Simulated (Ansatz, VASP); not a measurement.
**MgI2 in VASP and in Ansatz**

```
Mg I
1.0
     4.18464    0.00000    0.00000
    -2.09232    3.62401    0.00000
     0.00000    0.00000    7.76984
Mg I
1 2
Cartesian
  0.0000 0.0000 0.0000
  0.0000 2.4160 6.0762
  2.0923 1.2080 1.6936
```

Alike in both runs: task single point; functional PBE; k mesh 6 × 6 × 4; occupations gaussian, width 0.05 eV; no spin polarisation.

|  | VASP | Ansatz |
| --- | --- | --- |
| version | VASP 6.6.1 | Ansatz 0.2.0 |
| potentials or method | VASP PAW PBE potentials, release 64 (Mg, I) | scalar-relativistic, plane waves, PAW |
| plane-wave cutoff (eV) | 520 | 520 |
| valence electrons in the cell | 16 | 44 |

```tsv
	VASP	Ansatz	Ansatz less VASP
gap on the k mesh at the Fermi level (eV)	3.56	3.58	+0.017
least direct gap on the mesh (eV)	3.68	3.69	+0.014
pressure (GPa)	0.0	0.0	+0.05
largest component of the traceless stress (GPa)	0.27	0.27	+0.006
rms of the force components (eV/Å)	0.035	0.030	-0.0047
```

Atom by atom the forces differ by 0.005 eV/Å (rms over components). The functional is the same, so the differences come from potentials, cutoffs and numerics. The two sets of potentials don't hold the same shells in valence.

Caveats: spin-orbit coupling is left out, which moves the levels of the heavy elements; this functional lacks dispersion, which binds the layers, so the pressure and a relaxed spacing across them are unreliable. A k mesh can miss the band edges.
